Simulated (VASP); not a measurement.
# C (P6_3/mmc) in VASP: notebook, part 2 of 2

VASP 6.6.1. Earlier steps stand in the parts before.

### Step 3. Band structure, PBEsol

The COD entry that gives the cell may itself be a prediction, so a difference from it is no test against experiment.

The input, POSCAR:

```
C
1.0
    2.5221000000      0.0000000000      0.0000000000
   -1.2610500000      2.1842026709      0.0000000000
    0.0000000000      0.0000000000      8.2371000000
C
8
Direct
    0.6666666667      0.3333333333      0.8437500000
    0.3333333333      0.6666666667      0.3437500000
    0.6666666667      0.3333333333      0.6562500000
    0.3333333333      0.6666666667      0.1562500000
    0.0000000000      0.0000000000      0.9062500000
    0.0000000000      0.0000000000      0.4062500000
    0.0000000000      0.0000000000      0.5937500000
    0.0000000000      0.0000000000      0.0937500000
```

The input, INCAR.step1:

```
PREC = Accurate
ENCUT = 520
EDIFF = 1E-7
ISMEAR = -1
SIGMA = 0.05
LREAL = False
LASPH = True
NELM = 80
ALGO = Fast
ISIF = 2
LWAVE = False
LCHARG = True
GGA = PS
```

The input, KPOINTS.step1:

```
regular mesh
0
Gamma
  12 12 4
```

The input, INCAR.step2:

```
PREC = Accurate
ENCUT = 520
EDIFF = 1E-7
ISMEAR = 0
SIGMA = 0.05
LREAL = False
LASPH = True
NELM = 80
ALGO = Fast
ISIF = 2
LWAVE = False
LCHARG = False
GGA = PS
ICHARG = 11
```

The input, KPOINTS.step2:

```
path GMKGALHA,LM,KH
15
line-mode
reciprocal
 0.0000000000  0.0000000000  0.0000000000  G
 0.5000000000  0.0000000000  0.0000000000  M

 0.5000000000  0.0000000000  0.0000000000  M
 0.3333333333  0.3333333333  0.0000000000  K

 0.3333333333  0.3333333333  0.0000000000  K
 0.0000000000  0.0000000000  0.0000000000  G

 0.0000000000  0.0000000000  0.0000000000  G
 0.0000000000  0.0000000000  0.5000000000  A

 0.0000000000  0.0000000000  0.5000000000  A
 0.5000000000  0.0000000000  0.5000000000  L

 0.5000000000  0.0000000000  0.5000000000  L
 0.3333333333  0.3333333333  0.5000000000  H

 0.3333333333  0.3333333333  0.5000000000  H
 0.0000000000  0.0000000000  0.5000000000  A

 0.5000000000  0.0000000000  0.5000000000  L
 0.5000000000  0.0000000000  0.0000000000  M

 0.3333333333  0.3333333333  0.0000000000  K
 0.3333333333  0.3333333333  0.5000000000  H
```

Potentials or basis: VASP PAW PBE potentials, release 64 (C).

Launch:

```console
> cat potpaw_PBE.64/C/POTCAR > POTCAR
> cp INCAR.step1 INCAR
> cp KPOINTS.step1 KPOINTS
> mpirun -np 1 vasp_std > vasp.out
> cp INCAR.step2 INCAR
> cp KPOINTS.step2 KPOINTS
> mpirun -np 1 vasp_std > vasp.out
```

Run time: 62 s. Hardware: 1 thread of Intel Xeon 6975P-C (Granite Rapids), shared host; peak memory 0.21 GiB.

The run converged. Its results:

* Band gap on the k mesh: 4.27 eV, indirect (least direct gap 5.12 eV)
* Band gap along the path: 4.27 eV, indirect (least direct gap 5.12 eV)

Levels at the corners of the path, in eV from the valence-band top:
```
point  band 12  band 13  band 14  band 15  band 16  band 17  band 18  band 19  band 20  band 21
    Γ    -1.75    -1.75    -0.23     0.00     0.00     5.12     5.12     5.65     6.93     7.10
    M    -5.06    -5.04    -4.56    -3.73    -2.94     4.31     5.46     5.73     5.87     6.87
    M    -5.06    -5.04    -4.56    -3.73    -2.94     4.31     5.46     5.73     5.87     6.87
    K    -7.52    -7.20    -5.72    -5.72    -4.05     6.09     6.09     7.83     8.35     8.35
    K    -7.52    -7.20    -5.72    -5.72    -4.05     6.09     6.09     7.83     8.35     8.35
    Γ    -1.75    -1.75    -0.23     0.00     0.00     5.12     5.12     5.65     6.93     7.04
    Γ    -1.75    -1.75    -0.23     0.00     0.00     5.12     5.12     5.65     6.93     6.94
    A    -2.56    -0.68    -0.68    -0.68    -0.68     5.92     5.92     5.92     5.93     6.66
    A    -2.56    -0.68    -0.68    -0.68    -0.68     5.92     5.92     5.92     5.94     6.66
    L    -6.10    -4.76    -4.76    -3.68    -3.68     4.67     4.67     6.95     6.95     7.47
    L    -6.10    -4.76    -4.76    -3.68    -3.68     4.67     4.67     6.95     6.96     7.47
    H    -8.62    -5.39    -5.39    -5.14    -5.14     5.04     5.04     9.72     9.72    10.97
    H    -8.62    -5.39    -5.39    -5.14    -5.14     5.04     5.04     9.72     9.72    10.97
    A    -2.56    -0.68    -0.68    -0.68    -0.68     5.92     5.92     5.92     5.92     6.66
    L    -6.10    -4.76    -4.76    -3.68    -3.68     4.67     4.67     6.95     6.96     7.47
    M    -5.06    -5.04    -4.56    -3.73    -2.94     4.31     5.46     5.73     5.87     6.87
    K    -7.52    -7.20    -5.72    -5.72    -4.05     6.09     6.09     7.83     8.35     8.35
    H    -8.62    -5.39    -5.39    -5.14    -5.14     5.04     5.04     9.72     9.72    10.98
```

Caveat: the log is that of the step along the path at fixed density, whose energy, stress, charges and moments have no meaning; the PAW data sets were made with another functional, which shifts forces and pressure a little. PBEsol gaps usually lie below the measured ones, often by a third to a half.

### Step 4. Band structure, RPBE

POSCAR is that of step 3.

The input, INCAR.step1:

```
SYSTEM = C
PREC = Accurate
ENCUT = 520
EDIFF = 1E-6
ISMEAR = -1
SIGMA = 0.05
LREAL = .FALSE.
LASPH = .TRUE.
NELM = 100
ALGO = Normal
ISIF = 2
LWAVE = .FALSE.
LCHARG = .TRUE.
GGA = RP
```

The input, KPOINTS.step1:

```
regular mesh
0
G
  12 12 4
  0 0 0
```

The input, INCAR.step2:

```
SYSTEM = C
PREC = Accurate
ENCUT = 520
EDIFF = 1E-6
ISMEAR = 0
SIGMA = 0.05
LREAL = .FALSE.
LASPH = .TRUE.
NELM = 100
ALGO = Normal
ISIF = 2
LWAVE = .FALSE.
LCHARG = .FALSE.
GGA = RP
ICHARG = 11
```

KPOINTS.step2 is that of step 3.

Launch:

```console
> cat potpaw_PBE.64/C/POTCAR > POTCAR
> cp INCAR.step1 INCAR
> cp KPOINTS.step1 KPOINTS
> mpirun -np 1 vasp_std > vasp.out
> cp INCAR.step2 INCAR
> cp KPOINTS.step2 KPOINTS
> mpirun -np 1 vasp_std > vasp.out
```

Wall time 48 s (1 thread of Intel Xeon 6975P-C (Granite Rapids), shared host); peak memory 0.21 GiB.

The run converged. Its results:

| Property | Result |
| --- | --- |
| Band gap on the k mesh | 4.41 eV, indirect (least direct gap 5.18 eV) |
| Band gap along the path | 4.41 eV, indirect (least direct gap 5.18 eV) |

Levels at the corners of the path, in eV from the valence-band top:
| point | band 13 | band 14 | band 15 | band 16 | band 17 | band 18 | band 19 | band 20 |
| --- | --- | --- | --- | --- | --- | --- | --- | --- |
| Γ | -1.75 | -0.22 | 0.00 | 0.00 | 5.18 | 5.18 | 5.71 | 7.01 |
| M | -5.02 | -4.56 | -3.71 | -2.94 | 4.46 | 5.60 | 5.86 | 6.01 |
| M | -5.02 | -4.56 | -3.71 | -2.94 | 4.46 | 5.60 | 5.86 | 6.01 |
| K | -7.15 | -5.67 | -5.67 | -4.04 | 6.32 | 6.32 | 7.87 | 8.45 |
| K | -7.15 | -5.67 | -5.67 | -4.04 | 6.32 | 6.32 | 7.87 | 8.45 |
| Γ | -1.75 | -0.22 | 0.00 | 0.00 | 5.18 | 5.18 | 5.71 | 7.01 |
| Γ | -1.75 | -0.22 | 0.00 | 0.00 | 5.18 | 5.18 | 5.71 | 7.01 |
| A | -0.68 | -0.68 | -0.68 | -0.68 | 5.98 | 5.98 | 5.98 | 5.98 |
| A | -0.68 | -0.68 | -0.68 | -0.68 | 5.98 | 5.98 | 5.98 | 5.99 |
| L | -4.74 | -4.74 | -3.67 | -3.67 | 4.82 | 4.82 | 7.12 | 7.13 |
| L | -4.74 | -4.74 | -3.67 | -3.67 | 4.82 | 4.82 | 7.12 | 7.13 |
| H | -5.38 | -5.38 | -5.11 | -5.11 | 5.25 | 5.25 | 9.76 | 9.76 |
| H | -5.38 | -5.38 | -5.11 | -5.11 | 5.25 | 5.25 | 9.76 | 9.76 |
| A | -0.68 | -0.68 | -0.68 | -0.68 | 5.98 | 5.98 | 5.98 | 5.98 |
| L | -4.74 | -4.74 | -3.67 | -3.67 | 4.82 | 4.82 | 7.12 | 7.13 |
| M | -5.02 | -4.56 | -3.71 | -2.94 | 4.46 | 5.60 | 5.86 | 6.01 |
| K | -7.15 | -5.67 | -5.67 | -4.04 | 6.32 | 6.32 | 7.87 | 8.45 |
| H | -5.38 | -5.38 | -5.11 | -5.11 | 5.25 | 5.25 | 9.76 | 9.76 |

Caveat: the log is that of the step along the path at fixed density, whose energy, stress, charges and moments have no meaning; the PAW data sets were made with another functional, which shifts forces and pressure a little. A hybrid or GW would open this gap; RPBE tends to underestimate it.

### Step 5. Band structure, LAK

The input, INCAR:

```
SYSTEM = C
PREC = Accurate ; ENCUT = 520
EDIFF = 1E-6 ; ISMEAR = -1
SIGMA = 0.05 ; LREAL = .FALSE.
LASPH = .TRUE. ; NELM = 100
ALGO = Normal ; ISIF = 2
LWAVE = .FALSE. ; LCHARG = .FALSE.
METAGGA = LAK ; LMIXTAU = .TRUE.
```

The input, KPOINTS:

```
regular mesh
0
G
  12 12 4
  0 0 0
```

POSCAR is that of step 4.

The input, KPOINTS_OPT:

```
path GMKGALHA,LM,KH
20
line-mode
reciprocal
 0.0000000000  0.0000000000  0.0000000000  G
 0.5000000000  0.0000000000  0.0000000000  M

 0.5000000000  0.0000000000  0.0000000000  M
 0.3333333333  0.3333333333  0.0000000000  K

 0.3333333333  0.3333333333  0.0000000000  K
 0.0000000000  0.0000000000  0.0000000000  G

 0.0000000000  0.0000000000  0.0000000000  G
 0.0000000000  0.0000000000  0.5000000000  A

 0.0000000000  0.0000000000  0.5000000000  A
 0.5000000000  0.0000000000  0.5000000000  L

 0.5000000000  0.0000000000  0.5000000000  L
 0.3333333333  0.3333333333  0.5000000000  H

 0.3333333333  0.3333333333  0.5000000000  H
 0.0000000000  0.0000000000  0.5000000000  A

 0.5000000000  0.0000000000  0.5000000000  L
 0.5000000000  0.0000000000  0.0000000000  M

 0.3333333333  0.3333333333  0.0000000000  K
 0.3333333333  0.3333333333  0.5000000000  H
```

Launch:

```console
> cat potpaw_PBE.64/C/POTCAR > POTCAR
> mpirun -np 1 vasp_std > vasp.out
```

It took 6.8 min on 1 thread of Intel Xeon Platinum 8488C (Sapphire Rapids), shared host; peak memory 0.2 GiB.

The run converged. Its results:

```
Free energy             : -74.2099 eV
Pressure                : 4.7 GPa
Largest force           : 0.349 eV/Å
Band gap on the k mesh  : 5.04 eV, indirect (least direct gap 5.66 eV)
Band gap along the path : 5.04 eV, indirect (least direct gap 5.66 eV)
```

Forces on the atoms (eV/Å):
```
C    0.000  0.000  0.324
C    0.000  0.000  0.324
C    0.000  0.000 -0.324
C    0.000  0.000 -0.324
C    0.000  0.000  0.349
C    0.000  0.000  0.349
C    0.000  0.000 -0.349
C    0.000  0.000 -0.349
```

Stress tensor (GPa, compression positive):
```
 0.42  0.00  0.00
 0.00  0.42  0.00
 0.00  0.00 13.26
```

Levels at the corners of the path, in eV from the valence-band top:
```tsv
point	band 13	band 14	band 15	band 16	band 17	band 18	band 19	band 20
Γ	-1.87	-0.23	0.00	0.00	5.66	5.66	6.22	7.63
M	-5.34	-4.88	-3.94	-3.15	5.12	6.28	6.57	6.75
M	-5.34	-4.88	-3.94	-3.15	5.12	6.28	6.57	6.75
K	-7.50	-5.97	-5.97	-4.34	7.14	7.14	8.61	9.28
K	-7.50	-5.97	-5.97	-4.34	7.14	7.14	8.61	9.28
Γ	-1.87	-0.23	0.00	0.00	5.66	5.66	6.22	7.63
Γ	-1.87	-0.23	0.00	0.00	5.66	5.66	6.22	7.63
A	-0.73	-0.73	-0.73	-0.73	6.51	6.51	6.51	6.51
A	-0.73	-0.73	-0.73	-0.73	6.51	6.51	6.51	6.51
L	-5.00	-5.00	-3.92	-3.92	5.49	5.49	7.94	7.95
L	-5.00	-5.00	-3.92	-3.92	5.49	5.49	7.94	7.94
H	-5.72	-5.72	-5.42	-5.42	6.01	6.01	10.61	10.61
H	-5.72	-5.72	-5.42	-5.42	6.01	6.01	10.61	10.61
A	-0.73	-0.73	-0.73	-0.73	6.51	6.51	6.51	6.52
L	-5.00	-5.00	-3.92	-3.92	5.49	5.49	7.94	8.01
M	-5.34	-4.88	-3.94	-3.15	5.12	6.28	6.57	6.75
K	-7.50	-5.97	-5.97	-4.34	7.14	7.14	8.61	9.28
H	-5.72	-5.72	-5.42	-5.42	6.01	6.01	10.61	10.61
```

Caveat: the PAW data sets were made with another functional, which shifts forces and pressure a little.

### Step 6. Overview

```csv
level,potentials or basis,further INCAR settings,gap on the mesh (eV),pressure (GPa),largest force (eV/Å)
LDA,"VASP PAW LDA potentials, release 64 (C)",ALGO = Fast; EDIFF = 1e-06,4.37,-11.1,0.33
PBEsol,"VASP PAW PBE potentials, release 64 (C)",ALGO = Fast; EDIFF = 1e-07,4.27,-,-
RPBE,"VASP PAW PBE potentials, release 64 (C)",ALGO = Normal; EDIFF = 1e-06,4.41,-,-
LAK,"VASP PAW PBE potentials, release 64 (C)",ALGO = Normal; EDIFF = 1e-06,5.04,4.7,0.35
```

Alike in all rows: task band structure; no spin polarisation; cell as given; k mesh 12 × 12 × 4; cutoff (eV) 520; smearing fermi-dirac 0.05 eV.

Caveats: the PAW data sets were made with another functional, which shifts forces and pressure a little (some runs).

Total energies depend on the potentials used, so only differences within one code and one set of settings carry meaning.
